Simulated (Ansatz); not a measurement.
## SnO2: single point with PBE

SnO2:

```xyz
12
Lattice="-5.3733 5.3733 1.6162 5.3733 -5.3733 1.6162 5.3733 5.3733 -1.6162" Properties=species:S:1:pos:R:3 pbc="T T T"
Sn    3.5579   -1.6004    1.6162
Sn    1.6004    3.5579    1.6162
Sn    3.7729    1.8155    0.0000
Sn    1.8155    6.9737    0.0000
O     1.6650    2.2095    0.0000
O    -3.1638    3.7084    1.6162
O     3.7084    3.1638    1.6162
O     8.5371    1.6650    0.0000
O     5.8350    1.7307    0.0000
O     3.6426    0.4617    1.6162
O     1.7307    4.9116    0.0000
O    -0.4617    3.6426    1.6162
```

Measurements of this composition are mostly on another form, of space group No. 136.

| Property | Result |
| --- | --- |
| Program | Ansatz 0.2.0 |
| Task | single point |
| Functional | PBE |
| Potentials or basis | Ansatz PAW |
| Cutoff | 420 eV (not typed: the program's choice for these potentials) |
| k mesh | 9 × 9 × 9 |
| Occupations | gaussian, width 0.013 eV |
| Spin | no spin polarisation |

```
Pressure               : -0.3 GPa
Largest force          : 0.252 eV/Å
Band gap on the k mesh : 1.78 eV, indirect (least direct gap 1.87 eV)
```

Forces on the atoms (eV/Å):
```
Sn   0.130  0.014  0.000
Sn  -0.014  0.130  0.000
Sn   0.014 -0.130  0.000
Sn  -0.130 -0.014  0.000
O    0.166  0.189  0.000
O    0.189 -0.166  0.000
O   -0.166 -0.189  0.000
O   -0.189  0.166  0.000
O    0.093 -0.051  0.000
O    0.051  0.093  0.000
O   -0.051 -0.093  0.000
O   -0.093  0.051  0.000
```

Stress tensor (GPa, compression positive):
```
-0.13  0.00  0.00
 0.00 -0.13  0.00
 0.00  0.00 -0.61
```

Levels at points of the mesh, in eV from the valence-band top:
| k point | band 50 | band 51 | band 52 | band 53 | band 54 | band 55 |
| --- | --- | --- | --- | --- | --- | --- |
| (0.00, 0.00, 0.00) | -0.19 | -0.19 | -0.09 | 1.78 | 4.71 | 4.71 |

Run time: 16 s on 4 threads of Arm Neoverse V2, with other jobs on the host, peak memory 1.1 GiB.

Caveat: odd divisions of the mesh miss points on the zone boundary, where band edges often lie, so the gap on the mesh can be too wide; the pressure holds a Pulay correction of +0.7 GPa for the finite cutoff; spin-orbit coupling is left out, which moves the levels of the heavy elements. A k mesh can miss the band edges.
